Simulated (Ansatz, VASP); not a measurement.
Se: VASP beside Ansatz

File INCAR:

```
ALGO = Normal
EDIFF = 1E-6
EDIFFG = -0.03
ENCUT = 600
IBRION = 2
ISIF = 3
ISMEAR = 1
LASPH = True
LCHARG = False
LREAL = False
LWAVE = False
NELM = 60
NSW = 80
PREC = Accurate
SIGMA = 0.1
```

File KPOINTS:

```
k-points
0
Gamma
  12 12 12
```

File POSCAR:

```
Se
1.0
    2.8105630000      0.0000000000      0.0000000000
    0.0000000000      2.8105630000      0.0000000000
    0.0000000000      0.0000000000      2.8105630000
Se
1
Direct
    0.0000000000      0.0000000000      0.0000000000
```

Input for Ansatz:

```yaml
crystal:
  lattice:
    - [2.810563, 0.0, 0.0]
    - [0.0, 2.810563, 0.0]
    - [0.0, 0.0, 2.810563]
  atoms:
    - { symbol: Se, position: [0.0, 0.0, 0.0] }
kpoints:
  mp_grid:
    grid: [12, 12, 12]
    shift: [0.0, 0.0, 0.0]
hamiltonian:
  xc: lda
  dispersion: none
  pseudopotentials:
    kind: paw
    azcp:
      folder: soft_1
scf:
  occupations:
    method: cold
    width: 0.1
relax:
  f_tol: 0.03
  cell: {}
```

This isn't the form of Se at room conditions, which is trigonal, of chains.

Alike in both runs: task relaxation of cell and atoms; functional LDA; k mesh 12 × 12 × 12; no spin polarisation.

|  | VASP | Ansatz |
| --- | --- | --- |
| version | VASP 6.6.1 | Ansatz 0.2.0 |
| potentials or method | VASP PAW LDA potentials, release 64 (Se) | plane waves, PAW |
| plane-wave cutoff (eV) | 600 | 420 |
| occupations | methfessel-paxton of order 1, width 0.1 eV | cold, width 0.1 eV |
| valence electrons in the cell | 6 | 16 |

```tsv
	VASP	Ansatz	Ansatz less VASP
relaxed volume (Å³/atom)	21.32	21.26	-0.056
relaxed cell length with the largest relative difference (Å)	2.773	2.770	-0.0024
energy change over the relaxation (meV/atom)	-9	-11	-1.2
```

The two sets of potentials don't hold the same shells in valence. Ansatz warned: «pseudo_functional_mismatch».
